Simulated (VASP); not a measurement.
# Ag (P6_3/mmc) in VASP: notebook

Runs on Ag. Level: r2SCAN. Tasks: single point.

Program: VASP 6.6.1. These are calculated values, not measurements. Logs are shortened: lines on timing, memory, paths and dates and some standing lists are left out, and cuts for length are marked.

## 1. The structure

Symmetry: P6_3/mmc, No. 194, hexagonal system. Conventional cell: a = 2.904 Å, b = 2.904 Å, c = 4.748 Å, α = 90.00°, β = 90.00°, γ = 120.00°. Ag (site symmetry -6m2) has 12 Ag at 2.90 to 2.91 Å as nearest neighbours.

This isn't the form of Ag at room conditions, which is fcc.

## 2. Single point, r2SCAN

File POSCAR:

```
Ag
1.0
    2.9036959521      0.0000000000      0.0000000000
   -1.4518479760      2.5146744594      0.0000000000
    0.0000000000      0.0000000000      4.7478457926
Ag
2
Direct
    0.3333333333      0.6666666667      0.2500000000
    0.6666666667      0.3333333333      0.7500000000
```

File INCAR.step1:

```
SYSTEM = Ag
PREC = Accurate
ENCUT = 520
ISMEAR = 0
SIGMA = 0.1
LREAL = .FALSE.
LASPH = .TRUE.
NELM = 80
NBANDS = 18
GGA = PE
ALGO = Normal
EDIFF = 1E-4
LWAVE = .TRUE.
LCHARG = .FALSE.
```

File INCAR.step2:

```
SYSTEM = Ag
PREC = Accurate
ENCUT = 520
EDIFF = 1E-7
ISMEAR = 0
SIGMA = 0.1
LREAL = .FALSE.
LASPH = .TRUE.
NELM = 80
ALGO = Normal
ISIF = 2
LWAVE = .FALSE.
LCHARG = .FALSE.
METAGGA = R2SCAN
LMIXTAU = .TRUE.
NBANDS = 18
ISTART = 1
```

File KPOINTS:

```
regular mesh
0
G
  18 18 10
  0 0 0
```

Potentials or basis: VASP PAW PBE potentials, release 64 (Ag).

On the command line:

```bash
cat potpaw_PBE.64/Ag/POTCAR > POTCAR
cp INCAR.step1 INCAR
mpirun -np 1 vasp_std > vasp.out
cp INCAR.step2 INCAR
mpirun -np 1 vasp_std > vasp.out
```

OUTCAR:

```text
SYSTEM = Ag
   PREC = Accurate
   ENCUT = 520
   EDIFF = 1E-7
   ISMEAR = 0
   LREAL = .FALSE.
   LASPH = .TRUE.
   NELM = 80
   ISIF = 2
   METAGGA = R2SCAN
   ISTART = 1

 ion  position               nearest neighbor table
   1  0.333  0.667  0.250-   2 2.91   2 2.91   2 2.91   2 2.91   2 2.91   2 2.91
   2  0.667  0.333  0.750-   1 2.91   1 2.91   1 2.91   1 2.91   1 2.91   1 2.91

  LATTYP: Found a hexagonal cell.
 ALAT       =     2.9036959521
 C/A-ratio  =     1.6351043191

  Lattice vectors:

 A1 = (   2.9036959521,   0.0000000000,   0.0000000000)
 A2 = (  -1.4518479760,   2.5146744594,   0.0000000000)
 A3 = (   0.0000000000,   0.0000000000,   4.7478457926)

Analysis of symmetry for initial positions (statically):
=====================================================================
 Subroutine PRICEL returns:
 Original cell was already a primitive cell.

 Routine SETGRP: Setting up the symmetry group for a
 hexagonal supercell.

 Subroutine GETGRP returns: Found 24 space group operations
 (whereof 12 operations were pure point group operations)
 out of a pool of 24 trial point group operations.

The static configuration has the point symmetry D_3d.
 The point group associated with its full space group is D_6h.

Analysis of symmetry for dynamics (positions and initial velocities):
=====================================================================
 Subroutine PRICEL returns:
 Original cell was already a primitive cell.

 Routine SETGRP: Setting up the symmetry group for a
 hexagonal supercell.

 Subroutine GETGRP returns: Found 24 space group operations
 (whereof 12 operations were pure point group operations)
 out of a pool of 24 trial point group operations.

The dynamic configuration has the point symmetry D_3d.
 The point group associated with its full space group is D_6h.

 Subroutine INISYM returns: Found 24 space group operations
 (whereof 12 operations are pure point group operations),
 and found     1 'primitive' translations

----------------------------------------------------------------------------------------

                                     Primitive cell

  volume of cell :      34.6681

  direct lattice vectors                    reciprocal lattice vectors
     2.903695952  0.000000000  0.000000000     0.344388674  0.198832894  0.000000000
    -1.451847976  2.514674459  0.000000000     0.000000000  0.397665788  0.000000000
     0.000000000  0.000000000  4.747845793     0.000000000  0.000000000  0.210621836

  length of vectors
     2.903695952  2.903695952  4.747845793     0.397665788  0.397665788  0.210621836

  position of ions in fractional coordinates (direct lattice)
     0.333333333  0.666666667  0.250000000
     0.666666667  0.333333333  0.750000000

  ion indices of the primitive-cell ions
   primitive index   ion index
                 1           1
                 2           2

----------------------------------------------------------------------------------------

 KPOINTS: regular mesh

Automatic generation of k-mesh.
 Grid dimensions read from file:
 generate k-points for:   18   18   10

 Generating k-lattice:

  Cartesian coordinates                     Fractional coordinates (reciprocal lattice)
     0.019132704  0.011046272  0.000000000     0.055555556  0.000000000  0.000000000
     0.000000000  0.022092544  0.000000000     0.000000000  0.055555556  0.000000000
     0.000000000  0.000000000  0.021062184     0.000000000  0.000000000  0.100000000

  Length of vectors
     0.022092544  0.022092544  0.021062184

  Shift w.r.t. Gamma in fractional coordinates (k-lattice)
     0.000000000  0.000000000  0.000000000

 Subroutine IBZKPT returns following result:
 ===========================================

 Found    222 irreducible k-points:

 Following reciprocal coordinates:
            Coordinates               Weight
  0.000000  0.000000  0.000000      1.000000
  0.055556 -0.000000  0.000000      6.000000
  0.111111 -0.000000  0.000000      6.000000
  0.166667  0.000000  0.000000      6.000000
  0.222222 -0.000000  0.000000      6.000000
  0.277778 -0.000000  0.000000      6.000000
[... 16 lines left out ...]
  0.333333  0.111111  0.000000     12.000000
  0.388889  0.111111  0.000000     12.000000
 [... further k-points ...]
   k-points           NKPTS =    222   k-points in BZ     NKDIM =    222   number of bands    NBANDS=     18
   number of dos      NEDOS =    301   number of ions     NIONS =      2
   total plane-waves  NPLWV =  20736
   dimension x,y,z NGX =    24 NGY =   24 NGZ =   36
   dimension x,y,z NGXF=    48 NGYF=   48 NGZF=   72
   ions per type =               2
   NGX,Y,Z   is equivalent  to a cutoff of  13.74, 13.74, 12.61 a.u.
   NGXF,Y,Z  is equivalent  to a cutoff of  27.48, 27.48, 25.21 a.u.
 SYSTEM =  Ag
   PREC   = accura    normal or accurate (medium, high low for compatibility)
   ISTART =      1    job   : 0-new  1-cont  2-samecut
   ICHARG =      0    charge: 1-file 2-atom 10-const
   ISPIN  =      1    spin polarized calculation?
   LNONCOLLINEAR =      F non collinear calculations
   LSORBIT =      F    spin-orbit coupling
   LASPH  =      T    aspherical Exc in radial PAW
   ENCUT  =  520.0 eV  38.22 Ry    6.18 a.u.   5.40  5.40  8.83*2*pi/ulx,y,z
   NELM   =     80;   NELMIN=  2; NELMDL=  0     # of ELM steps
   EDIFF  = 0.1E-06   stopping-criterion for ELM
   LREAL  =      F    real-space projection
   EDIFFG = 0.1E-05   stopping-criterion for IOM
   NSW    =      0    number of steps for IOM
   IBRION =     -1    ionic relax: 0-MD 1-quasi-New 2-CG
   NFREE  =      0    steps in history (QN), initial steepest desc. (CG)
   ISIF   =      2    stress and relaxation
   ISYM   =      2    0-nonsym 1-usesym 2-fastsym
   POTIM  = 0.5000    time-step for ionic-motion
   TEBEG  =    0.0;   TEEND  =   0.0 temperature during run
   PSTRESS=    0.0 pullay stress
   NELECT =      22.0000    total number of electrons
   NUPDOWN=      -1.0000    fix difference up-down
   EMIN   =  10.00;   EMAX   =-10.00  energy-range for DOS
   EFERMI =   0.00;   METHOD = LEGACY
   ISMEAR =     0;   SIGMA  =   0.10  broadening in eV -4-tet -1-fermi 0-gaus
   EFERMI_NEDOS =   21; number of points for ismear=-14 and -15
   IALGO  =     38    algorithm
   IMIX   =      4    mixing-type and parameters
     AMIX     =   0.40;   BMIX     =  1.00
     AMIX_MAG =   1.60;   BMIX_MAG =  1.00
  volume/ion in A,a.u.               =      17.33       116.98
  Fermi-wavevector in a.u.,A,eV,Ry     =   1.406822  2.658509 26.927954  1.979149
  Thomas-Fermi vector in A             =   2.529144
   LORBIT       =      0    0 simple, 1 ext, 2 COOP (PROOUT), +10 PAW based schemes
   METAGGA = R2SCAN    functional components
   LHFCALC =     F    Hartree Fock is set to
   AEXX    =    0.0000 exact exchange contribution
   IVDW    =     0    specifies the selected vdW correction
   LEPSILON=     F    determine dielectric tensor
   LRPA    =     F    only Hartree local field effects (RPA)
 non-spin polarized calculation
 Gauss-broadening in eV      SIGMA  =   0.10
  energy-cutoff  :      520.00
  volume of cell :       34.67
 maximum number of plane-waves:       966
 NGX is ok and might be reduce to    24
   NGX = 11   NGY = 11   NGZ = 17

 number of electron      22.0000006 magnetization

 Free energy of the ion-electron system (eV)
  ---------------------------------------------------
  ext. energy  EPLUGINS =         0.00000000
  ---------------------------------------------------
  free energy    TOTEN  =       -42.70608338 eV

  energy without entropy =      -42.70226149  energy(sigma->0) =      -42.70417243

 E-fermi :   8.1958     XC(G=0): -12.8506

 val. band max:        8.1653100859   @ k =   0.0556  -0.0000   0.0000
 cond. band min:       8.1997086737   @ k =   0.4444   0.0556   0.2000
 fundamental gap:      0.0343985878
 Fermi energy:         8.1958430164

 k-point     1 :       0.0000    0.0000    0.0000
  band No.  band energies     occupation
      1       0.3738      2.00000
      2       1.5801      2.00000
      3       3.1178      2.00000
      4       3.2152      2.00000
      5       3.2152      2.00000
      6       3.4500      2.00000
[... 10 lines left out ...]
     17      27.0255      0.00000
     18      27.0255      0.00000

 k-point     2 :       0.0556   -0.0000    0.0000
  band No.  band energies     occupation
      1       0.4616      2.00000
      2       1.6301      2.00000
      3       3.0578      2.00000
      4       3.2609      2.00000
      5       3.2722      2.00000
      6       3.4327      2.00000
[... 10 lines left out ...]
     17      26.4842      0.00000
     18      27.3300      0.00000

 k-point     3 :       0.1111   -0.0000    0.0000
  band No.  band energies     occupation
      1       0.7165      2.00000
      2       1.7658      2.00000
      3       2.9537      2.00000
      4       3.3403      2.00000
      5       3.3944      2.00000
      6       3.4325      2.00000
[... 10 lines left out ...]
     17      26.6996      0.00000
     18      27.7726      0.00000

 k-point     4 :       0.1667    0.0000    0.0000
  band No.  band energies     occupation
      1       1.1069      2.00000
      2       1.9351      2.00000
      3       2.8636      2.00000
      4       3.2969      2.00000
      5       3.3521      2.00000
      6       3.5949      2.00000
[... 375 lines left out ...]
      4       3.1545      2.00000
      5       3.2167      2.00000
      6       3.4686      2.00000
[... 10 lines left out ...]
     17      22.2194      0.00000
     18      24.5663      0.00000

 k-point    23 :       0.3333    0.1111    0.0000
  band No.  band energies     occupation
      1       1.8936      2.00000
      2       2.1517      2.00000
      3       2.1906      2.00000
      4       3.1123      2.00000
      5       3.5222      2.00000
      6       3.5313      2.00000
[... 10 lines left out ...]
     17      20.6959      0.00000
     18      24.1092      0.00000

 k-point    24 :       0.3889    0.1111    0.0000
  band No.  band energies     occupation
      1       1.8125      2.00000
      2       2.0300      2.00000
      3       2.1630      2.00000
      4       3.0941      2.00000
      5       3.4528      2.00000
      6       3.6482      2.00000
[... 10 lines left out ...]
     17      19.5302      0.00000
     18      23.8337      0.00000

 [... further k-points ...]

------------------------ aborting loop because EDIFF is reached ----------------------------------------

  FORCE on cell =-STRESS in cart. coord.  units (eV):
  Direction    XX          YY          ZZ          XY          YZ          ZX
  --------------------------------------------------------------------------------------
  -------------------------------------------------------------------------------------
  Total        0.0238303      0.0238303      0.0254268      0.0000000      0.0000000      0.0000000
  in kB        1.1013130      1.1013130      1.1750944      0.0000000      0.0000000      0.0000000
  external PRESSURE =       1.1259068 kB  Pullay stress =       0.0000000 kB

 VOLUME and BASIS-vectors are now :
 -----------------------------------------------------------------------------
  energy-cutoff  :      520.00
  volume of cell :       34.67
      direct lattice vectors                 reciprocal lattice vectors
     2.903695952  0.000000000  0.000000000     0.344388674  0.198832894  0.000000000
    -1.451847976  2.514674459  0.000000000     0.000000000  0.397665788  0.000000000
     0.000000000  0.000000000  4.747845793     0.000000000  0.000000000  0.210621836

 POSITION                                       TOTAL-FORCE (eV/Angst)
 -----------------------------------------------------------------------------------
     -0.00000      1.67645      1.18696        -0.000000      0.000000      0.000000
      1.45185      0.83822      3.56088         0.000000     -0.000000      0.000000
 -----------------------------------------------------------------------------------
    total drift:                               -0.000000      0.000000     -0.000000

  FREE ENERGIE OF THE ION-ELECTRON SYSTEM (eV)
  ---------------------------------------------------
  free  energy   TOTEN  =       -42.7060833769 eV

  energy  without entropy=      -42.7022614876  energy(sigma->0) =      -42.70417243
```

Run time: 4.9 min. Hardware: 1 thread of AMD EPYC 9R45 (Zen 5), shared host; peak memory 0.21 GiB.

Results:

```
Free energy            : -42.7061 eV
Pressure               : 0.1 GPa
Band gap on the k mesh : none (metal or under the smearing width)
```

Levels at points of the mesh, in eV from the Fermi level:
| k point | band 8 | band 9 | band 10 | band 11 | band 12 | band 13 | band 14 | band 15 |
| --- | --- | --- | --- | --- | --- | --- | --- | --- |
| (0.00, 0.00, 0.00) | -4.40 | -4.40 | -3.40 | -3.40 | -0.28 | 3.60 | 16.26 | 18.20 |
| (0.50, 0.00, 0.00) | -3.26 | -3.21 | -3.12 | 0.14 | 1.56 | 7.13 | 7.37 | 9.62 |
| (0.00, 0.00, 0.50) | -4.71 | -3.71 | -3.71 | -3.71 | -3.71 | 11.41 | 11.41 | 16.63 |
| (0.50, 0.00, 0.50) | -3.43 | -3.18 | -3.18 | 0.88 | 0.88 | 4.66 | 4.66 | 14.05 |

Caveat: the PAW data sets were made with another functional, which shifts forces and pressure a little.

## 3. Single point, r2SCAN

POSCAR is that of step 2.

File INCAR.step1:

```
PREC = Accurate ; ENCUT = 520
ISMEAR = 0 ; SIGMA = 0.1
LREAL = F ; LASPH = T
NELM = 60 ; NBANDS = 18
GGA = PE ; ALGO = Normal
EDIFF = 1E-4 ; LWAVE = T
LCHARG = F
```

File INCAR.step2:

```
PREC = Accurate ; ENCUT = 520
EDIFF = 1E-7 ; ISMEAR = 0
SIGMA = 0.1 ; LREAL = F
LASPH = T ; NELM = 60
ALGO = Normal ; ISIF = 2
LWAVE = F ; LCHARG = F
METAGGA = R2SCAN ; LMIXTAU = T
NBANDS = 18 ; ISTART = 1
```

File KPOINTS:

```
regular mesh
0
Gamma
  18 18 10
```

Potentials or basis: VASP PAW PBE potentials, release 64 (Ag).

On the command line:

```bash
cat potpaw_PBE.64/Ag/POTCAR > POTCAR
cp INCAR.step1 INCAR
mpirun -np 1 vasp_std > vasp.out
cp INCAR.step2 INCAR
mpirun -np 1 vasp_std > vasp.out
```

It took 4.9 min on 1 thread of AMD EPYC 9R45 (Zen 5), shared host; peak memory 0.21 GiB.

It converged, with:

```
Free energy            : -42.7061 eV
Pressure               : 0.1 GPa
Band gap on the k mesh : none (metal or under the smearing width)
```

Levels at points of the mesh, in eV from the Fermi level:
| k point | band 7 | band 8 | band 9 | band 10 | band 11 | band 12 | band 13 | band 14 | band 15 | band 16 |
| --- | --- | --- | --- | --- | --- | --- | --- | --- | --- | --- |
| (0.00, 0.00, 0.00) | -4.75 | -4.40 | -4.40 | -3.40 | -3.40 | -0.28 | 3.60 | 16.26 | 18.20 | 18.50 |
| (0.50, 0.00, 0.00) | -4.03 | -3.26 | -3.21 | -3.12 | 0.14 | 1.56 | 7.13 | 7.37 | 9.62 | 10.66 |
| (0.00, 0.00, 0.50) | -4.71 | -4.71 | -3.71 | -3.71 | -3.71 | -3.71 | 11.41 | 11.41 | 16.63 | 16.63 |
| (0.50, 0.00, 0.50) | -3.43 | -3.43 | -3.18 | -3.18 | 0.88 | 0.88 | 4.66 | 4.66 | 14.05 | 14.05 |

Caveat: the PAW data sets were made with another functional, which shifts forces and pressure a little.

## 4. Single point, r2SCAN

This run uses another cell than the first one, of 17.81 Å³/atom, 1.027 times its volume.

File POSCAR:

```
Ag
1.0
    2.9300000000      0.0000000000      0.0000000000
   -1.4650000000      2.5374544331      0.0000000000
    0.0000000000      0.0000000000      4.7900000000
Ag
2
Direct
    0.3333333333      0.6666666667      0.2500000000
    0.6666666667      0.3333333333      0.7500000000
```

File INCAR.step1:

```
SYSTEM = Ag
  PREC = Accurate
  ENCUT = 520
  ISMEAR = 0
  SIGMA = 0.1
  LREAL = .FALSE.
  LASPH = .TRUE.
  NELM = 60
  NBANDS = 18
  GGA = PE
  ALGO = Normal
  EDIFF = 1E-4
  LWAVE = .TRUE.
  LCHARG = .FALSE.
```

File INCAR.step2:

```
SYSTEM = Ag
  PREC = Accurate
  ENCUT = 520
  EDIFF = 1E-6
  ISMEAR = 0
  SIGMA = 0.1
  LREAL = .FALSE.
  LASPH = .TRUE.
  NELM = 60
  ALGO = Normal
  ISIF = 2
  LWAVE = .FALSE.
  LCHARG = .FALSE.
  METAGGA = R2SCAN
  LMIXTAU = .TRUE.
  NBANDS = 18
  ISTART = 1
```

File KPOINTS:

```
regular mesh
0
G
  9 9 4
  0 0 0
```

On the command line:

```bash
cat potpaw_PBE.64/Ag/POTCAR > POTCAR
cp INCAR.step1 INCAR
mpirun -np 1 vasp_std > vasp.out
cp INCAR.step2 INCAR
mpirun -np 1 vasp_std > vasp.out
```

It took 45 s on 1 thread of AMD EPYC 9R45 (Zen 5), shared host; peak memory 0.13 GiB.

It converged, with:

* Free energy: -42.7141 eV
* Pressure: -2.6 GPa
* Band gap on the k mesh: none (metal or under the smearing width)

Stress tensor (GPa, compression positive):
```
-3.20  0.00  0.00
 0.00 -3.20  0.00
 0.00  0.00 -1.32
```

Levels at points of the mesh, in eV from the Fermi level:
| k point | band 8 | band 9 | band 10 | band 11 | band 12 | band 13 | band 14 | band 15 |
| --- | --- | --- | --- | --- | --- | --- | --- | --- |
| (0.00, 0.00, 0.00) | -4.31 | -4.31 | -3.35 | -3.35 | -0.18 | 3.48 | 16.20 | 18.10 |
| (0.00, 0.00, 0.50) | -4.57 | -3.65 | -3.65 | -3.65 | -3.65 | 11.23 | 11.23 | 16.55 |

Caveat: the PAW data sets were made with another functional, which shifts forces and pressure a little.
